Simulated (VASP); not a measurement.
Consider the following.

```
Li2O
1.0
    0.00000     2.31000     2.31000
    2.31000     0.00000     2.31000
    2.31000     2.31000     0.00000
Li O
2 1
Cartesian
  1.15500   1.15500   1.15500
  3.46500   3.46500   3.46500
  0.00000   0.00000   0.00000
```

All values below come from G0W0 on PBE orbitals, VASP's PBE PAW potentials (set 64) (plane waves; VASP 6.6.1). Run with PREC = Normal, 500 eV cut-off, 4×4×4 Γ-centred mesh, Gaussian smearing of 0.010 eV, potentials Li_sv_GW O_GW_new.

The mesh is coarse and the basis finite, so the quasiparticle values are not converged.

NBANDS = 192, ENCUTGW = 180 eV, NOMEGA = 64. The PBE levels (eV) that the step starts from are:

```
state                           KS energy  filling
------------------------------  ---------  -------
k1 (0.00, 0.00, 0.00), band 3      -14.36        2
k1 (0.00, 0.00, 0.00), band 4        1.08        2
k1 (0.00, 0.00, 0.00), band 5        1.08        2
k1 (0.00, 0.00, 0.00), band 6        1.08        2
k1 (0.00, 0.00, 0.00), band 7        6.33        0
k1 (0.00, 0.00, 0.00), band 8       13.00        0
k1 (0.00, 0.00, 0.00), band 9       13.00        0
k1 (0.00, 0.00, 0.00), band 10      13.00        0
k5 (0.50, 0.25, 0.00), band 3      -14.11        2
k5 (0.50, 0.25, 0.00), band 4       -1.14        2
k5 (0.50, 0.25, 0.00), band 5        0.04        2
k5 (0.50, 0.25, 0.00), band 6        0.14        2
k5 (0.50, 0.25, 0.00), band 7        8.00        0
k5 (0.50, 0.25, 0.00), band 8       12.47        0
k5 (0.50, 0.25, 0.00), band 9       13.97        0
k5 (0.50, 0.25, 0.00), band 10      14.96        0
k7 (0.50, 0.50, 0.00), band 3      -14.09        2
k7 (0.50, 0.50, 0.00), band 4       -0.52        2
k7 (0.50, 0.50, 0.00), band 5       -0.30        2
k7 (0.50, 0.50, 0.00), band 6       -0.30        2
k7 (0.50, 0.50, 0.00), band 7        6.05        0
k7 (0.50, 0.50, 0.00), band 8       14.61        0
k7 (0.50, 0.50, 0.00), band 9       14.61        0
k7 (0.50, 0.50, 0.00), band 10      15.79        0
```

Question: Give the quasiparticle energies and renormalisation factors Z.

Answer: 
```json
[
 {"state": "k1 (0.00, 0.00, 0.00), band 3", "QP energy (eV)": "-16.72", "Z": "0.71"},
 {"state": "k1 (0.00, 0.00, 0.00), band 4", "QP energy (eV)": "-0.54", "Z": "0.76"},
 {"state": "k1 (0.00, 0.00, 0.00), band 5", "QP energy (eV)": "-0.54", "Z": "0.76"},
 {"state": "k1 (0.00, 0.00, 0.00), band 6", "QP energy (eV)": "-0.54", "Z": "0.76"},
 {"state": "k1 (0.00, 0.00, 0.00), band 7", "QP energy (eV)": "7.17", "Z": "0.82"},
 {"state": "k1 (0.00, 0.00, 0.00), band 8", "QP energy (eV)": "14.19", "Z": "0.83"},
 {"state": "k1 (0.00, 0.00, 0.00), band 9", "QP energy (eV)": "14.19", "Z": "0.83"},
 {"state": "k1 (0.00, 0.00, 0.00), band 10", "QP energy (eV)": "14.19", "Z": "0.83"},
 {"state": "k5 (0.50, 0.25, 0.00), band 3", "QP energy (eV)": "-16.47", "Z": "0.73"},
 {"state": "k5 (0.50, 0.25, 0.00), band 4", "QP energy (eV)": "-3.06", "Z": "0.75"},
 {"state": "k5 (0.50, 0.25, 0.00), band 5", "QP energy (eV)": "-1.75", "Z": "0.76"},
 {"state": "k5 (0.50, 0.25, 0.00), band 6", "QP energy (eV)": "-1.62", "Z": "0.76"},
 {"state": "k5 (0.50, 0.25, 0.00), band 7", "QP energy (eV)": "8.90", "Z": "0.82"},
 {"state": "k5 (0.50, 0.25, 0.00), band 8", "QP energy (eV)": "13.70", "Z": "0.80"},
 {"state": "k5 (0.50, 0.25, 0.00), band 9", "QP energy (eV)": "15.20", "Z": "0.80"},
 {"state": "k5 (0.50, 0.25, 0.00), band 10", "QP energy (eV)": "16.21", "Z": "0.79"},
 {"state": "k7 (0.50, 0.50, 0.00), band 3", "QP energy (eV)": "-16.44", "Z": "0.73"},
 {"state": "k7 (0.50, 0.50, 0.00), band 4", "QP energy (eV)": "-2.43", "Z": "0.75"},
 {"state": "k7 (0.50, 0.50, 0.00), band 5", "QP energy (eV)": "-2.09", "Z": "0.76"},
 {"state": "k7 (0.50, 0.50, 0.00), band 6", "QP energy (eV)": "-2.09", "Z": "0.76"},
 {"state": "k7 (0.50, 0.50, 0.00), band 7", "QP energy (eV)": "6.76", "Z": "0.84"},
 {"state": "k7 (0.50, 0.50, 0.00), band 8", "QP energy (eV)": "16.01", "Z": "0.79"},
 {"state": "k7 (0.50, 0.50, 0.00), band 9", "QP energy (eV)": "16.01", "Z": "0.79"},
 {"state": "k7 (0.50, 0.50, 0.00), band 10", "QP energy (eV)": "17.19", "Z": "0.78"}
]
```
On the mesh the gap opens from 4.97 to 7.30 eV.

The compound is Li2O in the antifluorite structure. The cell was not relaxed at this level. The k-mesh is coarse (spacing up to 0.59 per Å, 2π included), so the numbers may not be converged in it.
